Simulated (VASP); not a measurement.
A run of VASP 6.6.1 is set up as follows.

File INCAR:

```
SYSTEM = C
ALGO = Normal ; EDIFF = 1E-6
ENCUT = 520 ; GGA = PE
ICORELEVEL = 1 ; ISIF = 2
ISMEAR = 0 ; LASPH = .TRUE.
LCHARG = .FALSE. ; LREAL = .FALSE.
LWAVE = .FALSE. ; NBANDS = 16
NELM = 80 ; PREC = Accurate
SIGMA = 0.03
```

The input KPOINTS:

```
k-points
0
G
  12 12 4
  0 0 0
```

The input POSCAR:

```
C                                       
1.0
    2.4670114779     -0.0000000000      0.0000000000
   -1.2335057390      2.1364946116     -0.0000000000
   -0.0000000000     -0.0000000000      7.8190363427
  C             
     4
Direct
     0.0000000000000000    0.0000000000000000    0.2500000000000000
     1.0000000000000000    1.0000000000000000    0.7500000000000000
     0.3333333300000021    0.6666666699999979    0.2500000000000000
     0.6666666699999979    0.3333333300000021    0.7500000000000000
```

File KPOINTS_OPT:

```
explicit points
141
Reciprocal
 0.0000000000  0.0000000000  0.0000000000 1
 0.0357142857  0.0000000000  0.0000000000 1
 0.0714285714  0.0000000000  0.0000000000 1
 0.1071428571  0.0000000000  0.0000000000 1
 0.1428571429  0.0000000000  0.0000000000 1
 0.1785714286  0.0000000000  0.0000000000 1
[... 133 lines left out ...]
 0.5000000000  0.0000000000  0.5000000000 1
 0.5000000000  0.0000000000  0.0000000000 1
```

Potentials or basis: VASP PAW PBE potentials, release 64 (C).

Command:

```console
$ cat potpaw_PBE.64/C/POTCAR > POTCAR
$ mpirun -np 1 vasp_std > vasp.out
```

Problem. Estimate the band gap along the path.

Solution. None (metal or under the smearing width).

Problem. What does it give for the pressure?

Solution. 0.4 GPa.

Core levels (eV, on the scale of the bands):
| atom | levels |
| --- | --- |
| 1 C | 1s -262.5 |
| 2 C | 1s -262.5 |
| 3 C | 1s -262.5 |
| 4 C | 1s -262.5 |

Caveat: this functional lacks dispersion, which binds the layers, so the pressure and a relaxed spacing across them are unreliable.
